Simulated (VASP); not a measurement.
Input:

```
CELL_PARAMETERS angstrom
      0.00000     2.88421     2.88421
      2.88421     0.00000     2.88421
      2.88421     2.88421     0.00000
ATOMIC_POSITIONS crystal
  Sr 0.00000 0.00000 0.00000
  F  0.75000 0.75000 0.75000
  F  0.25000 0.25000 0.25000
```

All values below come from PBE GGA, VASP's PBE PAW potentials (set 64) (plane waves; VASP 6.6.1). Numerical set-up: 400 eV cut-off, 10×10×10 Γ-centred mesh, Gaussian smearing of 0.050 eV, potentials Sr_sv F.

At this cut-off the stress carries a Pulay error, which pulls relaxed volumes low. Energy and stress use the plane-wave basis of the starting cell.

Problem. The ions, cell shape and volume are relaxed. Predict the relaxed structure.

Solution. 
```
CELL_PARAMETERS angstrom
      0.00000     2.85558     2.85558
      2.85558     0.00000     2.85558
      2.85558     2.85558     0.00000
ATOMIC_POSITIONS crystal
  Sr 0.00000 0.00000 0.00000
  F  0.75000 0.75000 0.75000
  F  0.25000 0.25000 0.25000
```
Space group Fm-3m (225), at a tolerance of 0.03 Å.

Problem. How do energy and volume change from the first to the last step?

Solution. The energy (σ→0) changes by -5.7 meV/atom and the volume by -2.9 %, in 3 ionic steps.

The structure comes from a computed database's SrF2 entry; how it stands against other phases isn't given here. This run relaxes it. Symmetry was kept, so distortions that lower it aren't found. The run is one of a series of settings (EDIFFG = -0.01, IBRION = 2, ISIF = 3, NSW = 50 against the base run), some of them coarse on purpose.
